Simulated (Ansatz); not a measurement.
LiCl, CsCl type, relaxed with r2SCAN in the PAW code Ansatz: the symmetry is Pm-3m (No. 221, cubic); a = 3.271 Å in the conventional setting, 17.50 Å³ an atom. Li is surrounded by 8 Cl at 2.83 Å; Cl is surrounded by 8 Li at 2.83 Å. The primitive cell holds 2 atoms in 35.00 Å³. No spin polarisation. The prototype was imposed, so other structures may be more stable.

Computed values: PBE gives a gap of 4.42 eV and PBE0 (25 % exact exchange) 6.39 eV; one over PBE's mean ε∞ is 0.322. HSE06 (6×6×6) gives a least gap of 5.68 eV and a least direct gap of 6.42 eV. r2SCAN's ε∞ is 2.91.

Taking the gap as linear in the share of unscreened exchange, estimate the gap of the hybrid whose share is 1/ε∞.
The slope is (6.39 − 4.42)/0.25 = 7.88 eV per unit share, so E_g ≈ 4.42 + 7.88 × 0.322 = 6.96 eV. The run with that share gives 6.97 eV (6×6×6 mesh), +0.01 eV from the straight line.

At what wavelength does absorption set in by HSE06, excitons left aside?
λ = 1239.84 eV nm/E: 218 nm for the least gap, where it needs phonons and is weak, and 193 nm for direct transitions. That lies in the ultraviolet, so by this gap the crystal is transparent to visible light.

What refractive index and reflectivity at normal incidence follow, below the gap and above the phonons?
n = √2.91 = 1.706; R = ((n − 1)/(n + 1))² = (0.706/2.706)² = 6.8 % a face.

The meshes of the hybrids are coarse, so their gaps aren't converged to the digits shown.
